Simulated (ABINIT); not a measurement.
Runs of ABINIT 10.8.3 (patched build) on TiO2 (Anatase). The structure is tetragonal, space group I4_1/amd (No. 141). The conventional cell has a = 3.784 Å, b = 3.784 Å, c = 9.515 Å, α = 90.00°, β = 90.00°, γ = 90.00°. Ti (site symmetry -4m2) is surrounded by 6 O at 1.93 to 1.98 Å. Around O (site symmetry 2mm) lie 3 Ti at 1.93 to 1.98 Å. 

```tsv
level	potentials or basis	k mesh	mesh quality	gap on the mesh (eV)	pressure (GPa)	largest force (eV/Å)
PBEsol	JTH PAW PBE v2.0	4 × 4 × 4	coarse	2.11	-0.4	0.01
LDA	JTH PAW LDA v2.0	6 × 6 × 6	not flagged	2.05	-6.5	(a)
LDA	JTH PAW LDA v2.0	4 × 4 × 4	coarse	2.05	-6.5	0.11
PBEsol	JTH PAW PBE v2.0	6 × 6 × 6	not flagged	2.11	-0.4	0.01
```

Alike in all rows: task single point; no spin polarisation; cell as given; cutoff (eV) 626; smearing fermi-dirac 0.05 eV.

Question: Fill in the values left out.

Answer: (a) 0.12.

Caveats: some runs use coarse meshes; the atomic spheres overlap; the PAW data sets were made with another functional, which shifts forces and pressure a little (some runs).

A k mesh can miss the band edges.

Runs at the PBE level aren't shown here.
